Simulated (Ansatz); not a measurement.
**What a trial cell of P relaxes into**

Method: Ansatz, DFT PBEsol, scalar-relativistic, plane waves, PAW. Cutoff 420 eV, Γ-centred k mesh, Gaussian smearing, no spin polarisation in the final step.

The start puts P on the trigonal selenium structure type (P3_121, No. 152), at a guessed volume.

```yaml
crystal:
  lattice:
    - [4.40881, 0.00000, 0.00000]
    - [-2.20440, 3.81814, 0.00000]
    - [0.00000, 0.00000, 5.00194]
  atoms:
    - { symbol: P, position: [0.22540, 0.00000, 0.33333] }
    - { symbol: P, position: [0.00000, 0.22540, 0.66667] }
    - { symbol: P, position: [0.77460, 0.77460, 0.00000] }
```

Cell and atoms relax at zero pressure; the relaxation can't lower the symmetry of the start. After a coarse first stage the cell is made exact in the group found at 0.06 Å.

**Question.** Describe the relaxed structure.

**Answer.** It ends in Pm-3m (No. 221). The result has the simple cubic structure. Conventional cell: a = 2.419 Å. P has 6 P at 2.42 Å.

Space group Pm-3m (No. 221). a = 2.419 Å, b = 2.419 Å, c = 2.419 Å, α = 90.00°, β = 90.00°, γ = 90.00°
```
atom site symmetry x y z
   P    1b m-3m  0.5000  0.5000  0.5000
```

**Question.** What are its volume, density and gap?

**Answer.** The volume per atom is 14.16 Å³. The density is 3.63 g/cm³ and the gap on the 24×24×24 mesh is 0 eV (a metal).

The final run used a 24×24×24 mesh on its 1-atom cell and 0.10 eV smearing. Symmetry constrained the relaxation, so the result can be a saddle point.